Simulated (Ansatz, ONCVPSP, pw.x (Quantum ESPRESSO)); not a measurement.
# pw.x on diamond C: one setting changed

Potential: optimised norm-conserving Vanderbilt (ONCV), ONCVPSP 4.0.1.1 (patched build), PBEsol; core [He], reference 2s1 2p3; waves: 2s: rc 1.25 bohr, ncon 3, nbas 7, qcut 6.2 1/bohr, 2 projectors, debl 3.3 Ha; 2p: rc 1.50 bohr, ncon 4, nbas 7, qcut 5.7 1/bohr, 3 projectors, debl 2.8 Ha; local part: polynomial inside 1.00 bohr (lpopt 5, dvloc0 4 Ha); core correction: Teter function fitted to the true core (icmod 2), fcfact 0.65.

The reference run (k-mesh 13³, cutoffs 140/560 Ry, Fermi–Dirac 0.01 Ry, mixing_beta 0.4, conv_thr 1e-9, no spin) gives 2.02 GPa at 5.598 Å³/atom, where all-electron LAPW gives 1.03 GPa. This run, with its own iteration cap, changes mixing_ndim to 16.

```
&control
  calculation='scf', prefix='x', pseudo_dir='./', outdir='./tmp', tstress=.true., disk_io='none'
/
&system
  ibrav=0, nat=2, ntyp=1, ecutwfc=140, ecutrho=560, nbnd=11,
  occupations='smearing', smearing='fd', degauss=0.01
/
&electrons
  conv_thr=1e-09, mixing_beta=0.4, electron_maxstep=60, mixing_ndim=16
/
ATOMIC_SPECIES
C 1.0 C.UPF
CELL_PARAMETERS angstrom
  0.00000000 1.77559657 1.77559657
  1.77559657 0.00000000 1.77559657
  1.77559657 1.77559657 0.00000000
ATOMIC_POSITIONS crystal
C 0.0000 0.0000 0.0000
C 0.2500 0.2500 0.2500
K_POINTS automatic
13 13 13 0 0 0
```

```bash
pw.x < C.scf.in > C.scf.out
```

**Question.** How does the run end?

**Answer.** It converges in 7 iterations; the free energy moves by +0.0 meV/atom and the pressure by +0.00 GPa. The result is that of the reference run.

```
Message from routine setup:
     using ibrav=0 with symmetry is DISCOURAGED, use correct ibrav instead
     lattice parameter (alat)  =       4.7452  a.u.
     unit-cell volume          =      75.5544 (a.u.)^3
     number of electrons       =         8.00
     number of Kohn-Sham states=           11
     kinetic-energy cutoff     =     140.0000  Ry
     charge density cutoff     =     560.0000  Ry
     scf convergence threshold =      1.0E-09
     Exchange-correlation= PBESOL
     number of k points=    84  Fermi-Dirac smearing, width (Ry)=  0.0100
     iteration #  1     ecut=   140.00 Ry     beta= 0.40
     total energy              =     -24.76484393 Ry
     estimated scf accuracy    <       0.13889377 Ry
     iteration #  2     ecut=   140.00 Ry     beta= 0.40
     total energy              =     -24.75279663 Ry
     estimated scf accuracy    <       0.03518137 Ry
     iteration #  3     ecut=   140.00 Ry     beta= 0.40
     total energy              =     -24.75566721 Ry
     estimated scf accuracy    <       0.00033645 Ry
     iteration #  4     ecut=   140.00 Ry     beta= 0.40
     total energy              =     -24.75570388 Ry
     estimated scf accuracy    <       0.00000198 Ry
     iteration #  5     ecut=   140.00 Ry     beta= 0.40
     total energy              =     -24.75570480 Ry
     estimated scf accuracy    <       0.00000025 Ry
     iteration #  6     ecut=   140.00 Ry     beta= 0.40
     total energy              =     -24.75570481 Ry
     estimated scf accuracy    <       0.00000010 Ry
     iteration #  7     ecut=   140.00 Ry     beta= 0.40
     the Fermi energy is    15.6547 ev
!    total energy              =     -24.75570481 Ry
     estimated scf accuracy    <          3.1E-10 Ry
     smearing contrib. (-TS)   =      -0.00000000 Ry
     The total energy is F=E-TS. E is the sum of the following terms:
     one-electron contribution =       8.40265312 Ry
     hartree contribution      =       1.85663028 Ry
     xc contribution           =      -9.32833563 Ry
     ewald contribution        =     -25.68665259 Ry
     convergence has been achieved in   7 iterations
          total   stress  (Ry/bohr**3)                   (kbar)     P=       20.22
     Message from routine punch:
     Nothing written, as per user request (disk_io='none')
```

The run took about 33 s on one core of a shared host (Neoverse-N1, 64 threads, 124 GiB, load 54).
